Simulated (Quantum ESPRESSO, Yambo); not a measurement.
An input for Yambo 5.3.0 (AlN (F-43m)):

```
HF_and_locXC
gw0
dyson
ppa
em1d
rim_cut
RandQpts= 1000000
RandGvec= 1 RL
EXXRLvcs= 72 Ry
VXCRLvcs= 288 Ry
Chimod= "HARTREE"
% BndsRnXp
 1 | 66 |
%
NGsBlkXp= 13 Ry
% LongDrXp
 1 | 1 | 1 |
%
% GbndRnge
 1 | 66 |
%
DysSolver= "n"
ExtendOut
PPAPntXp= 27.21138 eV
% QPkrange
 1 | 1 | 3 | 6 |
 21 | 21 | 3 | 6 |
%
```

```sh
OMP_NUM_THREADS=1 mpirun -n 8 yambo -F gw3.in -J gw3 -C gw3 > gw3.log
```

The stored states that it reads are on a 8×8×8 mesh. It takes space group F-43m (No. 216, cubic). Conventional cell: a = 4.368 Å, b = 4.368 Å, c = 4.368 Å, α = 90.00°, β = 90.00°, γ = 90.00°. Nearest to Al lie 4 N at 1.89 Å. N has 4 Al at 1.89 Å nearest. Farther neighbours and most contacts between anions are not listed.

Question: How long will it take on 8 MPI ranks of Arm Neoverse V1, shared host, and how much memory?

It took 2 min; on shared hardware allow 60 s to 4 min. Peak host memory was 2.8 GiB.

The screening grows as filled bands × empty bands × pairs of k points, times the square of the screening basis for the matrix.

[Paths, hosts, dates, memory and timing lines, banners, echoed tables and standing remarks are left out of the program output.]

[Logs are printed without paths, hosts, clocks, repeated set-up lines and the standing remarks that a program may print on its own settings, such as how far it seeks lower states.]

[Runs of the session that timed out or met a known fault of the program may be left out.]

[Hosts, paths, dates, database ids (printed as entryN), source tags and the programs' standing remarks are cut or masked in the printed files.]
